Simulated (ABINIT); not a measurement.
The system is KMgF3.

```xyz
5
Lattice="3.9859 0.0000 0.0000 0.0000 3.9859 0.0000 0.0000 0.0000 3.9859" Properties=species:S:1:pos:R:3 pbc="T T T"
K     1.9929    1.9929    1.9929
Mg    0.0000    0.0000    0.0000
F     0.0000    0.0000    1.9929
F     0.0000    1.9929    0.0000
F     1.9929    0.0000    0.0000
```

Program: ABINIT 10.8.3 (patched build). Alike in all runs: task single point; no spin polarisation; cell as given; k mesh 5 × 5 × 5; smearing fermi-dirac 0.05 eV.

**Question.** Order these runs on this cell by their pressure, lowest first.
A. level PBE; potentials or basis PseudoDojo NC SR PBE v0.5 stringent; cutoff (eV) 1034
B. level LDA; potentials or basis PseudoDojo NC SR LDA v0.4.1 standard; cutoff (eV) 1088
C. level PBEsol; potentials or basis PseudoDojo NC SR PBEsol v0.4.1 standard; cutoff (eV) 1034

**Answer.** B (-4.7 GPa), C (-0.5 GPa), A (2.9 GPa).
